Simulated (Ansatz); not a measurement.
# GaO: the cost of one run

Computed with Ansatz 0.2.0 (DFT PBE, scalar-relativistic, plane waves, PAW, unless a step's input says otherwise).

1 further run of the same task is left out (set aside as unsound or not needed). Runs told in other sessions of the task aren't counted.

**1. The structure to begin with**

The structure is hexagonal, space group P-6m2 (No. 187). Conventional cell: a = 3.101 Å, b = 3.101 Å, c = 14.663 Å, α = 90.00°, β = 90.00°, γ = 120.00°. Ga (site symmetry 3m) is surrounded by 3 O at 1.93 Å. Around O (site symmetry 3m) lie 3 Ga at 1.93 Å.

As a file:

```
CELL_PARAMETERS angstrom
3.10081 0.00000 0.00000
-1.55041 2.68538 0.00000
0.00000 0.00000 14.66291
ATOMIC_POSITIONS crystal
Ga 0.33333 0.66667 0.41459
Ga 0.33333 0.66667 0.58541
Ga 0.00000 0.00000 0.08542
Ga 0.00000 0.00000 0.91458
O 0.66667 0.33333 0.13530
O 0.66667 0.33333 0.86470
O 0.00000 0.00000 0.36468
O 0.00000 0.00000 0.63532
```

The cell was made up by rule, so the compound may not exist in this form.

This cell was relaxed beforehand with the same method: volume 15.26 Å³/atom, gap on the mesh 1.32 eV.

The cell was built by a swap of Se by O in GaSe; it need not be the stable form of this composition.

**2. Phonons at Γ, at rest**

input.yaml reads:

```yaml
crystal:
  lattice:
    - [3.1008134152, 0.0, 0.0]
    - [-1.5504067076, 2.68538319, 0.0]
    - [0.0, 0.0, 14.6629063548]
  atoms:
    - { symbol: Ga, position: [0.3333333333, 0.6666666667, 0.4145853932] }
    - { symbol: Ga, position: [0.3333333333, 0.6666666667, 0.5854146068] }
    - { symbol: Ga, position: [0.0, 0.0, 0.0854153237] }
    - { symbol: Ga, position: [0.0, 0.0, 0.9145846763] }
    - { symbol: O, position: [0.6666666667, 0.3333333333, 0.1352978256] }
    - { symbol: O, position: [0.6666666667, 0.3333333333, 0.8647021744] }
    - { symbol: O, position: [0.0, 0.0, 0.3646762289] }
    - { symbol: O, position: [0.0, 0.0, 0.6353237711] }
basis:
  ecutwfc: 420
kpoints:
  mp_grid: { grid: [12, 12, 2] }
hamiltonian:
  xc: pbe
scf:
  occupations: { method: fixed }
output:
  eigenvalues: true
phonons:
  method: dfpt
  dielectric: true
  rigid_motions: translations
  eigenvectors: true
```

Started as:

```
ansatz run input.yaml --threads 2 --pin off --max-ram 6144MiB --backend cpu --events-out ev --progress --plain --runs-dir out
```

Q: Estimate wall time and peak memory on 2 threads of Intel Xeon 6975P-C (Granite Rapids), shared host.

About 3.8 min, with a peak of 2.1 GiB.
